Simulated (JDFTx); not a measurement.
# Moving the functional in MgSe

It takes space group Fm-3m (No. 225, cubic). Conventional cell: a = 5.451 Å, b = 5.451 Å, c = 5.451 Å, α = 90.00°, β = 90.00°, γ = 90.00°. Se (site symmetry m-3m) is surrounded by 6 Mg at 2.73 Å. Around Mg (site symmetry m-3m) lie 6 Se at 2.73 Å.

Kept alike: task band structure; k mesh 4 × 4 × 4; occupations fermi-dirac, width 0.05 eV; no spin polarisation. Program: JDFTx, SG15-PBE-1.2 with smoothed tails, cutoff 1088 eV. The mesh is that of the run's cell of 2 atoms. No spin-orbit coupling.

| functional | band gap (eV) |
| --- | --- |
| LDA | 1.435 |
| PBEsol | 1.669 |
| r2SCAN | 2.423 |

The k mesh is coarse, so the values aren't converged. Spin-orbit coupling, left out here, moves the band edges of heavy atoms and can close or invert small gaps. Gaps are the smaller of the mesh's and the band path's. All rows use potentials made for PBE.

The band gap runs from 1.435 (LDA) to 2.423 eV (r2SCAN).
